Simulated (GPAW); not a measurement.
The system is Bi.

```
Bi
1.0
    -1.98143    1.98143    1.98143
     1.98143   -1.98143    1.98143
     1.98143    1.98143   -1.98143
Bi
1
Cartesian
  0.0000 0.0000 0.0000
```

This isn't the form of Bi at room conditions, which is rhombohedral.

- Program: GPAW 26.7.0
- Task: relaxation of cell and atoms
- Functional: PBEsol
- Potentials or basis: PAW data sets generated in the run's folder for this functional
- Cutoff: 600 eV
- Basis: pw
- k mesh: 9 × 9 × 9
- Occupations: fermi-dirac, width 0.05 eV
- Spin: no spin polarisation

At the start: pressure -2.1 GPa; volume 31.12 Å³/atom.

Question: Where does the relaxation end?

Answer: Over 3 steps the energy falls by 7.2 meV/atom and the volume is 29.95 Å³/atom (-3.8 %); space group Im-3m (No. 229, to 0.05 Å).

The path:
| step | energy change (eV) | largest force (eV/Å) | pressure (GPa) | volume (Å³) |
| --- | --- | --- | --- | --- |
| 1 | 0.0000 | 0.0000 | -2.08 | 31.12 |
| 2 | -0.0053 | 0.0000 | -1.16 | 30.58 |
| 3 | -0.0072 | 0.0000 | 0.04 | 29.95 |

Final structure:
```
Bi
1.0
    -1.95634    1.95634    1.95634
     1.95634   -1.95634    1.95634
     1.95634    1.95634   -1.95634
Bi
1
Direct
  0.00000 0.00000 0.00000
```

Caveat: later steps reuse the first step's grids.
